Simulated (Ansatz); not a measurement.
# Energy ranking of Ti₃Se structures

The calculation used DFT PBE, scalar-relativistic, plane waves, PAW (Ansatz 0.2.0). Settings: cutoff 420 eV, Γ-centred meshes spaced at most about 0.3 Å⁻¹, and about 0.25 Å⁻¹ or finer for metals (2π included), Gaussian smearing. Spin is collinear in cells that carry moments; the others ran without spin or lost their moments.

Formation energies are uncorrected and refer to the elements' standard structures at the same level.

These are static total energies at zero pressure. Larger cells and other orderings weren't all tried, so the list isn't exhaustive. For metals, differences of a few meV/atom aren't resolved. The reference form of Se is held partly by dispersion forces, which this level lacks. Another magnetic order may lie lower.

Invented guesses and database cells were relaxed alike, and ends that match in structure, energy and magnetic state were merged. ΔE counts from the first row. Coordination counts Ti atoms around Se (those within 1.25 times the shortest such distance or 1.15 times the sum of covalent radii; a plus sign parts nearer from farther groups). The ends were matched against large subsets of the Crystallography Open Database and the Materials Project, so a missing match doesn't prove that a structure is unreported.

```csv
#,reached from,type and space group,atoms,Å³/atom,coordination,ΔE (meV/atom),gap on mesh (eV),moments,in databases
1,random cell,P4/mmm (No. 123),4,16.3,Se 10,0,0.00,none,no match
2,a Materials Project cell,P-6m2 (No. 187),4,17.6,Se 6,11,0.00,none,Materials Project
3,A15 type (Pm-3n),Pm-3n (No. 223),8,16.0,Se 12,107,0.00,none,no match
4,Cu3Au (L1_2) type (Pm-3m),Pm-3m (No. 221),4,15.9,Se 12,153,0.00,none,no match
5,Ni3Sn (D0_19) type (P6_3/mmc),P6_3/mmc (No. 194),8,16.0,Se 12,179,0.00,none,no match
6,TiAl3 (D0_22) type (I4/mmm),I4/mmm (No. 139),4,16.3,Se 12,186,0.00,"parallel, 0.3 μB",no match
7,Eu3Mg type (Fm-3m),"BiF3 (D0_3), Fm-3m (No. 225)",4,16.0,Se 8+6,412,0.00,none,no match
8,random cell,P6/mmm (No. 191),4,17.5,Se 12,669,0.00,none,no match
9,random cell,Im-3m (No. 229),4,18.5,Se 6,714,0.00,none,no match
10,random cell,C2/m (No. 12),4,25.0,Se 6,1066,0.00,none,no match
```

The lowest: Space group P4/mmm (No. 123), tetragonal, a = 3.357 Å, c = 5.801 Å. Ti on a site of symmetry 4mm has 4 Se at 2.75 Å, 5 Ti at 2.78–2.81 Å, 1 Ti at 3.02 Å and 4 Ti at 3.36 Å; around Ti on a site of symmetry 4/mmm lie 8 Ti at 2.81 Å, 2 Se at 2.90 Å and 4 Ti at 3.36 Å; Se is surrounded by 10 Ti at 2.75–2.90 Å and 4 Se at 3.36 Å. Its energy over the elements is −0.48 eV/atom. It lies below the elements, which doesn't yet make it stable against other compounds or structures. It is an invented cell; the lowest one relaxed from a database has space group P-6m2 (No. 187) and lies 11 meV/atom higher.

```
Ti Se
1.0
     3.35671    0.00000    0.00000
     0.00000    3.35671    0.00000
     0.00000    0.00000    5.80068
Ti Se
3 1
Direct
  0.50000 0.50000 0.26050
  0.50000 0.50000 0.73950
  0.00000 0.00000 0.00000
  0.00000 0.00000 0.50000
```

The second: Space group P-6m2 (No. 187), hexagonal, a = 3.197 Å, c = 7.953 Å. Ti on a site of symmetry 3m has 3 Se at 2.58 Å, 3 Ti at 2.85 Å and 6 Ti at 3.20 Å; Ti on a site of symmetry -6m2 has 6 Ti at 2.85 Å and 6 Ti at 3.20 Å; Se has 6 Ti at 2.58 Å and 6 Se at 3.20 Å. Counting Ti atoms around Se, the first has Se 10 and the second has Se 6. Cells relaxed within their symmetry can be saddle points. Some candidate types were left out of the draw beforehand, so a known form may be missing.

The two lowest structures are nearly degenerate although their Se environments differ sharply, with 10 Ti neighbours in one and 6 in the other. Coordination number alone therefore doesn't set the order: six-coordinate Se also occurs in the two highest rows. What the leading pair shares is close Ti–Se contact alongside a dense Ti network. In such a metal-rich selenide, the Se p states are filled and mix with Ti d states, while the remaining d electrons bind the metal atoms to one another, consistent with the absence of a gap. The hexagonal form has the shorter Ti–Se contacts, 2.58 Å against 2.75 Å, and the tetragonal one packs more densely, which suggests that two different balances of polar and metallic bonding reach almost the same energy. Compression should favour the tetragonal form because of its smaller volume. The separation of 11 meV/atom is small enough that vibrational free energy could reverse the order on heating.
